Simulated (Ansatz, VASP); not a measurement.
**One calculation of Ti, two programs**

```
Ti
1.0
    -1.77246    1.77246    1.52644
     1.77246   -1.77246    1.52644
     1.77246    1.77246   -1.52644
Ti
1
Direct
  0.00000 0.00000 0.00000
```

Alike in both runs: task single point; functional PBEsol; k mesh 22 × 22 × 22; occupations gaussian, width 0.15 eV; no spin polarisation.

```csv
,VASP,Ansatz
version,VASP 6.6.1,Ansatz 0.2.0
potentials or method,"VASP PAW PBE potentials, release 64 (Ti_sv)","scalar-relativistic, plane waves, PAW"
plane-wave cutoff (eV),520,520
valence electrons in the cell,12,12
```

```tsv
	VASP	Ansatz	Ansatz less VASP
gap on the k mesh at the Fermi level (eV)	none	none	-
pressure (GPa)	-13.9	-12.9	+0.98
largest component of the traceless stress (GPa)	0.15	0.17	+0.013
```

A gap of «none» marks a metal or a gap that the smearing closes. Ansatz warned: «pseudo_functional_mismatch».

Caveats: the PAW data sets were made with another functional, which shifts forces and pressure a little (VASP).
